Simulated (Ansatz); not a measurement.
Set up this calculation in Ansatz 0.2.0, as the native input.

| Item | Value |
| --- | --- |
| Task | band structure |
| Functional | PBEsol |
| Potentials or basis | Ansatz PAW |
| Cutoff | 420 eV (not typed: the program's choice for these potentials) |
| k mesh | 6 × 6 × 9 |
| Occupations | fermi-dirac, width 0.05 eV |
| Spin | no spin polarisation |
| Path | [["G", "X", "M", "G", "Z", "R", "A", "Z"], ["X", "R"], ["M", "A"]] |
| Points for each segment of the path | 14 |

The system is TiO2.

```
Ti O
1.0
     4.59984    0.00000    0.00000
     0.00000    4.59984    0.00000
     0.00000    0.00000    2.95921
Ti O
2 4
Cartesian
  0.0000 0.0000 1.4796
  2.2999 2.2999 0.0000
  1.3998 1.3998 1.4796
  0.9001 3.6997 0.0000
  3.6997 0.9001 0.0000
  3.2000 3.2000 1.4796
```

The cell is a database's computed one.

These files were run (other wordings do the same):

input.yaml

```yaml
crystal:
  lattice:
    - [4.5998373239, 0.0, 0.0]
    - [0.0, 4.5998373239, 0.0]
    - [0.0, 0.0, 2.95921356]
  atoms:
    - { symbol: Ti, position: [0.0, 0.0, 0.5] }
    - { symbol: Ti, position: [0.5, 0.5, 0.0] }
    - { symbol: O, position: [0.30432132, 0.30432132, 0.5] }
    - { symbol: O, position: [0.19567868, 0.80432132, 0.0] }
    - { symbol: O, position: [0.80432132, 0.19567868, 0.0] }
    - { symbol: O, position: [0.69567868, 0.69567868, 0.5] }
hamiltonian:
  xc: pbesol
  pseudopotentials: { kind: paw }
kpoints:
  mp_grid: { grid: [6, 6, 9] }
  band_path:
    path:
      - [[0.0, 0.0, 0.0], [0.0, 0.5, 0.0], [0.5, 0.5, 0.0], [0.0, 0.0, 0.0], [0.0, 0.0, 0.5], [0.0, 0.5, 0.5], [0.5, 0.5, 0.5], [0.0, 0.0, 0.5]]
      - [[0.0, 0.5, 0.0], [0.0, 0.5, 0.5]]
      - [[0.5, 0.5, 0.0], [0.5, 0.5, 0.5]]
    npoints: 14
scf:
  occupations: { method: fermi_dirac, width: 0.05 }
  n_extra_bands: 15
output:
  forces: true
  stress: true
  eigenvalues: true
  fatbands: false
```

Potentials or basis: Ansatz PAW.

Run with:

```sh
$ ansatz run input.yaml --threads 2 --pin off --max-ram 5632MiB --backend cpu --events-out ev --progress --plain --runs-dir out
```

Results of the run:

```json
{
 "Pressure": "-2.8 GPa",
 "Largest force": "0.069 eV/Å",
 "Band gap on the k mesh": "1.83 eV, direct",
 "Band gap along the path": "1.83 eV, direct"
}
```

Caveat: the pressure holds a Pulay correction of +0.8 GPa for the finite cutoff; the PAW data sets come from PBE, with cores solved anew for the run's functional, which leaves a small shift of forces and pressure.

Run time: 13 s on 2 threads of Intel(R) Xeon(R) Processor @ 2.50GHz (Skylake/Cascade Lake) (shared host), peak memory 0.43 GiB.
